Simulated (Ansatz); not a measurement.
## Structure relaxation of GaP

Method: Ansatz 0.2.0, DFT r2SCAN, scalar-relativistic, plane waves, PAW. Cutoff 500 eV, Γ-centred k mesh, Gaussian smearing, no spin polarisation in the final step.

The start is a database structure of GaP, space group R-3m (No. 166).

```
CELL_PARAMETERS angstrom
1.94302 1.12180 6.43081
-1.94302 1.12180 6.43081
0.00000 -2.24360 6.43081
ATOMIC_POSITIONS crystal
Ga 0.43537 0.43537 0.43537
Ga 0.56463 0.56463 0.56463
P 0.05739 0.05739 0.05739
P 0.94261 0.94261 0.94261
```

Steps on the 12×12×12 mesh (4 atoms). 4 of 5 steps are shown, and the free energy counts from the last. Trial steps that were taken back and renewals of the plane-wave basis can be among the rows.

| step | ΔF (meV/atom) | V (Å³/atom) | P (GPa) | largest force component (eV/Å) |
| --- | --- | --- | --- | --- |
| 1 | 5.2 | 21.03 | -2.34 | 0.066 |
| 2 | 0.2 | 20.51 | -0.59 | 0.070 |
| 3 | -0.1 | 20.34 | 0.09 | 0.015 |
| 5 | 0.0 | 20.36 | 0.00 | 0.001 |

A final relaxation ran on a 12×12×12 mesh. The relaxed crystal, R-3m (No. 166):

```
Ga P
1.0
     1.92073    1.10893    6.37297
    -1.92073    1.10893    6.37297
     0.00000   -2.21786    6.37297
Ga P
2 2
Cartesian
  0.0000 0.0000 8.3315
  0.0000 0.0000 10.7874
  0.0000 0.0000 1.1026
  0.0000 0.0000 18.0163
```

```json
{
  "Volume per atom": "20.36 Å³",
  "Density": "4.11 g/cm³",
  "Energy over the elements": "-0.375 eV/atom",
  "Gap on the 12×12×12 mesh": "1.02 eV"
}
```

Energies over the elements count from the elements' standard structures at the same level, with no empirical corrections.

The final run used a 12×12×12 mesh on its 4-atom cell and 0.02 eV smearing.

Symmetry constrained the relaxation, so the result can be a saddle point.

Cost: 2 runs of about 3.7 core-minutes in all, on Arm Neoverse V2 (shared hosts).